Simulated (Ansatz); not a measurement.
# Fixed-spin-moment curve of Ni, part 2 of 2

How does the energy of Ni change when the total moment of the cell is held at chosen values, and does the free SCF sit at the minimum of that curve? Ni is taken in the measured crystal structure (space group Fm-3m), 1 atom in the cell. Source: COD entry 9012976.

Ansatz 0.2.0; DFT PBE, PAW, plane waves, scalar-relativistic. Earlier steps stand in the parts before.

## Step 9: Total moment fixed at 0.73 μB

input.yaml reads:

```yaml
crystal:
  lattice:
    - [0.0, 1.76685, 1.76685]
    - [1.76685, 0.0, 1.76685]
    - [1.76685, 1.76685, 0.0]
  atoms:
    - { symbol: Ni, position: [0.0, 0.0, 0.0], spin: 0.73 }
magnetization:
  spin_polarized: true
  initial_magnetization: 0.73
  spin_locking: { lock_magnetization: hard }
hamiltonian:
  xc: pbe
  pseudopotentials: { kind: paw }
basis:
  ecutwfc: 420
kpoints:
  mp_grid: { grid: [12, 12, 12] }
scf:
  occupations: { method: fermi_dirac, width: 0.1 }
  lower_state_search: "off"
  max_iter: 150
output:
  forces: true
  stress: true
```

Started as:

```sh
ansatz run input.yaml --threads 2 --pin off --max-ram 5120MiB --backend cpu --events-out ev --progress --plain --runs-dir out
```

The log of the run, cut to the lines that bear on the results:

```text
[... 20 lines as in an earlier run ...]
Starting moments: Σ|m| = 0.73 μB on 1 of 1 site
[... 2 lines as in an earlier run ...]
[...]
SCF iter   1: F=—  HF=-5839.724654 eV  |F-HF|=—  |Δ(HF+E_count)|=         —  Δρ=3.43e-2 (↑3.43e-2 ↓1.34e-2)  dr2=4.95e-2  dr2_m=3.99e-2  M=0.730 μB ∫|m|=0.744 μB  β_m=0.30  ethr=2.82e-4  ⟨swp⟩=1.0  Hψ=13735  notcnv=0
[...]
SCF iter   8: F=-5839.744085 eV  HF=-5839.744085 eV  |F-HF|=4.93e-10  |Δ(HF+E_count)|=   1.33e-8  Δρ=2.64e-6 (↑1.16e-6 ↓2.64e-6)  dr2=9.21e-10  dr2_m=9.61e-11  M=0.730 μB ∫|m|=0.817 μB  ethr=8.20e-12  ⟨swp⟩=1.2  Hψ=5953  notcnv=0
[...]
SCF converged after 8 iterations
[... 1 line as in an earlier run ...]
Magnetization: 0.7300 μB (9.3650 up, 8.6350 down)
Absolute magnetization: 0.8175 μB (∫|ρ↑−ρ↓|, with the PAW one-centre terms)
Spin contamination: 0.0078 ħ² per cell (⟨S²⟩ above its minimum at these occupations)
Per-site moments (μB) at R_I (Å): [(0.7677894222299744, 1.0307150834800476)]
Free energy (F): -5839.744085 eV
[...]
E sigma→0 (E₀):  -5839.719111 eV
Entropy (-TS):   -0.049949 eV (-49.949 meV/atom)
Fermi energy:    17.950063 (↑ 18.045018, ↓ 17.855109) eV
[... 15 lines left out: energy terms ...]
--- Forces (eV/Å), atoms counted from 1 ---
  atom   1  Ni    -0.00000000     0.00000000    -0.00000000
[...]
--- Stress (GPa, compression-positive) ---
       -1.521507       0.000000      -0.000000
        0.000000      -1.521507      -0.000000
        0.000000       0.000000      -1.521507
  P = ⅓ Tr σ = -1.5215 GPa (-15.215 kbar)
```

It took 9.9 s on 2 threads of Intel Xeon at 2.50GHz (Skylake/Cascade Lake), shared host; peak memory 0.28 GiB.

Moments: Ni1 0.77 μB; total 0.73 μB per cell; the free energy is 3 meV per cell above that of step 2.

## Step 10: Total moment fixed at 1.21 μB

Changes to input.yaml since step 9:

```diff
@@ -6,6 +6,6 @@
   atoms:
-    - { symbol: Ni, position: [0.0, 0.0, 0.0], spin: 0.73 }
+    - { symbol: Ni, position: [0.0, 0.0, 0.0], spin: 1.21 }
 magnetization:
   spin_polarized: true
-  initial_magnetization: 0.73
+  initial_magnetization: 1.21
   spin_locking: { lock_magnetization: hard }
```

Started as:

```sh
ansatz run input.yaml --threads 2 --pin off --max-ram 5120MiB --backend cpu --events-out ev --progress --plain --runs-dir out
```

The log of the run, cut to the lines that bear on the results:

```text
[... 20 lines as in an earlier run ...]
Starting moments: Σ|m| = 1.21 μB on 1 of 1 site
[... 2 lines as in an earlier run ...]
[...]
SCF iter   1: F=—  HF=-5839.488264 eV  |F-HF|=—  |Δ(HF+E_count)|=         —  Δρ=2.17e-2 (↑1.92e-2 ↓2.17e-2)  dr2=6.94e-3  dr2_m=3.55e-2  M=1.210 μB ∫|m|=1.210 μB  β_m=0.30  ethr=3.78e-5  ⟨swp⟩=1.0  Hψ=13723  notcnv=0
[...]
SCF iter   8: F=-5839.510786 eV  HF=-5839.510786 eV  |F-HF|=6.49e-10  |Δ(HF+E_count)|=   5.80e-8  Δρ=4.21e-6 (↑4.21e-6 ↓1.01e-6)  dr2=1.44e-9  dr2_m=3.90e-10  M=1.210 μB ∫|m|=1.210 μB  ethr=3.74e-10  ⟨swp⟩=2.7  Hψ=6911  notcnv=0
[...]
SCF converged after 8 iterations
[... 1 line as in an earlier run ...]
Magnetization: 1.2100 μB (9.6050 up, 8.3950 down)
Absolute magnetization: 1.2101 μB (∫|ρ↑−ρ↓|, with the PAW one-centre terms)
Spin contamination: 0.0059 ħ² per cell (⟨S²⟩ above its minimum at these occupations)
Per-site moments (μB) at R_I (Å): [(1.191030484469404, 1.0307150834800476)]
Free energy (F): -5839.510786 eV
[...]
E sigma→0 (E₀):  -5839.487806 eV
Entropy (-TS):   -0.045960 eV (-45.960 meV/atom)
Fermi energy:    18.594287 (↑ 19.531930, ↓ 17.656644) eV
[...]
--- Forces (eV/Å), atoms counted from 1 ---
  atom   1  Ni    -0.00000000     0.00000000    -0.00000000
[...]
--- Stress (GPa, compression-positive) ---
        3.920006      -0.000000       0.000000
        0.000000       3.920006      -0.000000
        0.000000       0.000000       3.920006
  P = ⅓ Tr σ = 3.9200 GPa (39.200 kbar)
```

It took 14 s on 2 threads of Intel Xeon at 2.50GHz (Skylake/Cascade Lake), shared host; peak memory 0.28 GiB.

Moments: Ni1 1.19 μB; total 1.21 μB per cell; the free energy is 236 meV per cell above that of step 2.

## Step 11: Total moment fixed at 1.69 μB

Changes to input.yaml since step 10:

```diff
@@ -6,6 +6,6 @@
   atoms:
-    - { symbol: Ni, position: [0.0, 0.0, 0.0], spin: 1.21 }
+    - { symbol: Ni, position: [0.0, 0.0, 0.0], spin: 1.69 }
 magnetization:
   spin_polarized: true
-  initial_magnetization: 1.21
+  initial_magnetization: 1.69
   spin_locking: { lock_magnetization: hard }
```

Started as:

```sh
ansatz run input.yaml --threads 2 --pin off --max-ram 5120MiB --backend cpu --events-out ev --progress --plain --runs-dir out
```

The log of the run, cut to the lines that bear on the results:

```text
[... 20 lines as in an earlier run ...]
Starting moments: Σ|m| = 1.69 μB on 1 of 1 site
[... 2 lines as in an earlier run ...]
[...]
SCF iter   1: F=—  HF=-5838.850843 eV  |F-HF|=—  |Δ(HF+E_count)|=         —  Δρ=3.16e-2 (↑1.81e-2 ↓3.16e-2)  dr2=1.63e-1  dr2_m=1.23e-2  M=1.690 μB ∫|m|=1.690 μB  β_m=0.30  ethr=8.95e-4  ⟨swp⟩=1.0  Hψ=13713  notcnv=0
[...]
SCF iter   8: F=-5838.832437 eV  HF=-5838.832437 eV  |F-HF|=1.95e-10  |Δ(HF+E_count)|=  4.73e-11  Δρ=2.28e-6 (↑3.62e-7 ↓2.28e-6)  dr2=3.20e-10  dr2_m=1.14e-10  M=1.690 μB ∫|m|=1.690 μB  ethr=5.56e-10  ⟨swp⟩=3.9  Hψ=5990  notcnv=0
[...]
SCF converged after 8 iterations
[... 1 line as in an earlier run ...]
Magnetization: 1.6900 μB (9.8450 up, 8.1550 down)
Absolute magnetization: 1.6900 μB (∫|ρ↑−ρ↓|, with the PAW one-centre terms)
Spin contamination: 0.0035 ħ² per cell (⟨S²⟩ above its minimum at these occupations)
Per-site moments (μB) at R_I (Å): [(1.569534222043699, 1.0307150834800476)]
Free energy (F): -5838.832437 eV
[...]
E sigma→0 (E₀):  -5838.810180 eV
Entropy (-TS):   -0.044513 eV (-44.513 meV/atom)
Fermi energy:    19.262567 (↑ 21.210500, ↓ 17.314634) eV
[... 15 lines left out: energy terms ...]
--- Forces (eV/Å), atoms counted from 1 ---
  atom   1  Ni    -0.00000000     0.00000000    -0.00000000
[...]
--- Stress (GPa, compression-positive) ---
       13.686571      -0.000000      -0.000000
        0.000000      13.686571      -0.000000
        0.000000       0.000000      13.686571
  P = ⅓ Tr σ = 13.6866 GPa (136.866 kbar)
```

Run time: 11 s. Hardware: 2 threads of Intel Xeon at 2.50GHz (Skylake/Cascade Lake), shared host; peak memory 0.28 GiB.

Site moments Ni1 1.57 μB, total 1.69 μB; the free energy is 915 meV per cell above that of step 2.

## Step 12: Usual moment scaled by 0.1, free total moment

Changes to input.yaml since step 11:

```diff
@@ -6,7 +6,5 @@
   atoms:
-    - { symbol: Ni, position: [0.0, 0.0, 0.0], spin: 1.69 }
+    - { symbol: Ni, position: [0.0, 0.0, 0.0], spin: 0.2 }
 magnetization:
   spin_polarized: true
-  initial_magnetization: 1.69
-  spin_locking: { lock_magnetization: hard }
 hamiltonian:
@@ -21,3 +19,2 @@
   lower_state_search: "off"
-  max_iter: 150
 output:
```

Started as:

```sh
ansatz run input.yaml --threads 2 --pin off --max-ram 5120MiB --backend cpu --events-out ev --progress --plain --runs-dir out
```

The log of the run, cut to the lines that bear on the results:

```text
[... 19 lines as in an earlier run ...]
Starting moments: Σ|m| = 0.2 μB on 1 of 1 site
[... 3 lines as in an earlier run ...]
SCF iter   1: F=—  HF=-5839.723201 eV  |F-HF|=—  |Δ(HF+E_count)|=         —  Δρ=3.15e-2 (↑3.15e-2 ↓1.20e-2)  dr2=7.43e-2  dr2_m=1.76e-2  M=0.245 μB ∫|m|=0.253 μB  β_m=1.00  ethr=4.22e-4  ⟨swp⟩=1.0  Hψ=13742  notcnv=0
[...]
spin-set hold released at iteration 11 (site moments contracting): the magnetisation degrees of freedom join the quasi-Newton model from the next iteration; the mixer history was flushed
[...]
SCF iter  19: F=-5839.747178 eV  HF=-5839.747178 eV  |F-HF|=3.00e-11  |Δ(HF+E_count)|=   1.37e-8  Δρ=1.31e-6 (↑1.31e-6 ↓4.44e-7)  dr2=8.50e-11  dr2_m=5.72e-11  M=0.653 μB ∫|m|=0.745 μB  ethr=3.03e-11  ⟨swp⟩=2.0  Hψ=5955  notcnv=0
[...]
SCF converged after 19 iterations
Magnetization: 0.6533 μB (9.3267 up, 8.6733 down)
Absolute magnetization: 0.7461 μB (∫|ρ↑−ρ↓|, with the PAW one-centre terms)
Spin contamination: 0.0073 ħ² per cell (⟨S²⟩ above its minimum at these occupations)
Per-site moments (μB) at R_I (Å): [(0.692686855733844, 1.0307150834800476)]
Free energy (F): -5839.747178 eV
[...]
E sigma→0 (E₀):  -5839.720131 eV
Entropy (-TS):   -0.054094 eV (-54.094 meV/atom)
Fermi energy:    17.860459 eV
[... 15 lines left out: energy terms ...]
--- Forces (eV/Å), atoms counted from 1 ---
  atom   1  Ni    -0.00000000     0.00000000     0.00000000
[...]
--- Stress (GPa, compression-positive) ---
       -1.956264       0.000000      -0.000000
       -0.000000      -1.956264       0.000000
        0.000000      -0.000000      -1.956264
  P = ⅓ Tr σ = -1.9563 GPa (-19.563 kbar)
```

Wall time 11 s (2 threads of Intel Xeon at 2.50GHz (Skylake/Cascade Lake), shared host); peak memory 0.28 GiB.

Site moments Ni1 0.69 μB, total 0.65 μB; the free energy is that of step 2 within 0.5 meV.

## Step 13: All fixed-moment runs in order of M

```csv
M (μB/cell),above lowest (meV/cell),moments of Ni1 (μB),pressure (GPa)
0.00,33,0.00,-3.2
0.24,25,0.26,-3.1
0.48,7,0.51,-2.7
0.73,3,0.77,-1.5
0.97,76,0.99,0.6
1.21,236,1.19,3.9
1.45,516,1.38,8.3
1.69,915,1.57,13.7
1.94,1511,1.76,21.4
```

The 11 runs of this session took 94 s in all, from 3.2 s to 14 s each.

M (μB), meV per cell and a bar:
```
     0.00         33 #
     0.24         25 
     0.48          7 
     0.73          3 
     0.97         76 #
     1.21        236 #####
     1.45        516 ##########
     1.69        915 ##################
     1.94       1511 ##############################
```

## Step 14: What came out

This closing draws on all 2 parts.

| quantity | value |
| --- | --- |
| lowest fixed-moment run | M = 0.73 μB, 3 meV above the lowest run |
| free runs end at | 0.65 μB (0 meV), 0.65 μB (0 meV) |
| cost of M = 0 (from this start; opposed moments can cost less) | 33 meV per cell |
| cost of the largest M | 1511 meV per cell at 1.94 μB |

**Reading.** Among the fixed runs the energy is least at M = 0.73 μB. The free SCF ends at 0.65 μB, and no fixed run lies below it.
